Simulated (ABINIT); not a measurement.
The system is ZrC.

```xyz
4
Lattice="3.3915 0.0000 0.0000 -1.6957 2.9371 0.0000 0.0000 0.0000 5.2901" Properties=species:S:1:pos:R:3 pbc="T T T"
Zr    1.6957    0.9790    3.9675
Zr    0.0000    1.9581    1.3225
C     0.0000    0.0000    2.6450
C     0.0000    0.0000    0.0000
```

The cell comes from a database or a generator and needn't be the stable form of this composition.

| Item | Value |
| --- | --- |
| Program | ABINIT 10.8.3 (patched build) |
| Task | relaxation of cell and atoms |
| Functional | PBEsol |
| Potentials or basis | Ansatz PAW PBE default generated set, frozen core |
| Cutoff | 419 eV |
| k mesh | 7 × 7 × 4 |
| Occupations | fermi-dirac, width 0.05 eV |
| Spin | no spin polarisation |

At the start: pressure -7.8 GPa; volume 13.17 Å³/atom.

Problem. How do energy, volume and symmetry change on relaxing?

Solution. Over 6 steps the energy falls by 13.1 meV/atom and the volume is 12.71 Å³/atom (-3.5 %); space group P6_3/mmc (No. 194, to 0.05 Å).

Step by step:
```tsv
step	energy change (eV)	largest force (eV/Å)	pressure (GPa)	volume (Å³)
1	0.0000	0.0000	-7.84	52.69
2	-0.0443	0.0000	-2.74	51.44
3	-0.0514	0.0000	0.30	50.76
4	-0.0520	0.0000	0.25	50.78
5	-0.0526	0.0000	0.00	50.83
6	-0.0526	0.0000	0.00	50.83
```

Final structure:
```
CELL_PARAMETERS angstrom
3.33521 0.00000 0.00000
-1.66760 2.88838 0.00000
0.00000 0.00000 5.27673
ATOMIC_POSITIONS crystal
Zr 0.66667 0.33333 0.75000
Zr 0.33333 0.66667 0.25000
C 0.00000 0.00000 0.50000
C 0.00000 0.00000 0.00000
```

Caveat: the PAW data sets were made with another functional, which shifts forces and pressure a little; the atomic spheres overlap.
